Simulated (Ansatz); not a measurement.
## Two-dimensional strain map in ZnO

These are results of Ansatz 0.2.0, DFT PBE+D3(BJ), scalar-relativistic, plane waves, PAW, not measurements. The runs took a 420 eV cutoff, a Γ-centred 9×9×4 mesh and Gaussian smearing (0.05 eV). No spin polarisation. Energies are free energies at this smearing, counted from the undisturbed cell; pressure is positive in compression.

Reference structure (as given, not relaxed at this level; it stands at -2.3 GPa; this form isn't the usual structure):

```
Zn O
1.0
     3.28797    0.00000    0.00000
    -1.64398    2.84746    0.00000
     0.00000    0.00000    7.13044
Zn O
2 2
Direct
  0.00000 0.00000 0.75000
  0.00000 0.00000 0.25000
  0.33333 0.66667 0.25000
  0.66667 0.33333 0.75000
```

The cell is strained by p along both x and y and by q along z, fractional coordinates fixed. Points are written (p, q).

Energy above the undisturbed cell in meV/atom (a dash: not computed):

```csv
p \ q,-0.030,-0.015,0.000,0.015,0.030
-0.030,18.6,21.0,23.4,26.0,28.5
-0.015,-3.7,-1.3,1.1,3.5,6.1
0.000,-4.7,-2.4,0.0,2.4,4.9
0.015,12.5,14.8,17.2,19.6,22.0
0.030,45.2,47.5,49.9,52.2,54.7
```

Pressure in GPa:

```csv
p \ q,-0.030,-0.015,0.000,0.015,0.030
-0.030,7.2,7.0,6.9,6.8,6.7
-0.015,2.0,1.9,1.9,1.8,1.8
0.000,-2.4,-2.4,-2.3,-2.3,-2.3
0.015,-6.0,-5.9,-5.8,-5.7,-5.7
0.030,-8.9,-8.8,-8.7,-8.6,-8.5
```

Gap on the k-mesh in eV:

```
 p \ q  -0.030  -0.015  0.000  0.015  0.030
-0.030    0.81    0.82   0.84   0.85   0.87
-0.015    0.80    0.82   0.84   0.85   0.87
 0.000    0.79    0.81   0.82   0.84   0.86
 0.015    0.76    0.78   0.80   0.82   0.84
 0.030    0.72    0.74   0.77   0.79   0.81
```